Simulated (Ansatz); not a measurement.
**SiC (F-43m): energy against volume by PBE and RPA**

```
CELL_PARAMETERS angstrom
0.00000 2.17900 2.17900
2.17900 0.00000 2.17900
2.17900 2.17900 0.00000
ATOMIC_POSITIONS crystal
Si 0.00000 0.00000 0.00000
C 0.25000 0.25000 0.25000
```

RPA total energy on PBE orbitals, norm-conserving pseudopotentials (Ansatz); 4×4×4 mesh, wave cutoff 1116 eV, correlation extrapolated to infinite response cutoff from cutoffs up to 250 eV, 8 electrons, all correlated, long-wavelength term: neglected, core-valence exchange-correlation kept as a semilocal term.

Energies and volumes of the whole cell, energies counted from the given cell:

```csv
V/V_given,V (Å³),PBE (meV),Hartree-Fock expression on these orbitals (meV),RPA (meV)
0.92,19.04,147,95,105
0.96,19.86,45,17,25
1.00,20.69,0,0,0
1.04,21.52,2,34,22
1.08,22.35,43,111,84
```

Fit third-order Birch-Murnaghan curves. Where are the minima?

PBE: V0 = 10.53 Å³ an atom (lattice constants +0.6 % against the given cell), B0 = 212 GPa; Hartree-Fock expression on these orbitals: V0 = 10.27 Å³ an atom (lattice constants -0.3 % against the given cell), B0 = 253 GPa; RPA: V0 = 10.35 Å³ an atom (lattice constants 0.0 % against the given cell), B0 = 227 GPa.

With norm-conserving pseudopotentials the core–valence exchange is only approximate, which can shift gaps by tenths of an eV and RPA lattice constants by most of a per cent. The mesh is coarse, so these are values at the stated settings, not converged ones.
